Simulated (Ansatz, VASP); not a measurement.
**One calculation of PbSe, two programs**

```xyz
2
Lattice="3.8341 0.0000 0.0000 0.0000 3.8341 0.0000 0.0000 0.0000 3.8341" Properties=species:S:1:pos:R:3 pbc="T T T"
Pb    0.0000    0.0000    0.0000
Se    1.9171    1.9171    1.9171
```

Change from the starting cell: volume scaled by 1.04.

Alike in both runs: task single point; functional PBEsol; k mesh 7 × 7 × 7; occupations fermi-dirac, width 0.05 eV; no spin polarisation.

|  | VASP | Ansatz |
| --- | --- | --- |
| version | VASP 6.6.1 | Ansatz 0.2.0 |
| potentials or method | VASP PAW PBE potentials, release 64 (Pb_d, Se), cutoff 520 eV | all-electron LAPW, scalar-relativistic |

VASP gave:

| Item | Value |
| --- | --- |
| gap on the k mesh at the Fermi level (eV) | none |
| pressure (GPa) | -4.8 |

Question: What did Ansatz give for the same quantities?

Answer: gap on the k mesh at the Fermi level (eV): none; pressure (GPa): -4.7.

A gap of «none» marks a metal or a gap that the smearing closes. Ansatz ran all-electron here, so the differences hold the error of VASP's frozen core and of both bases.

Caveats: the PAW data sets were made with another functional, which shifts forces and pressure a little (VASP). The runs have no spin-orbit coupling, so splittings on Pb are missing.
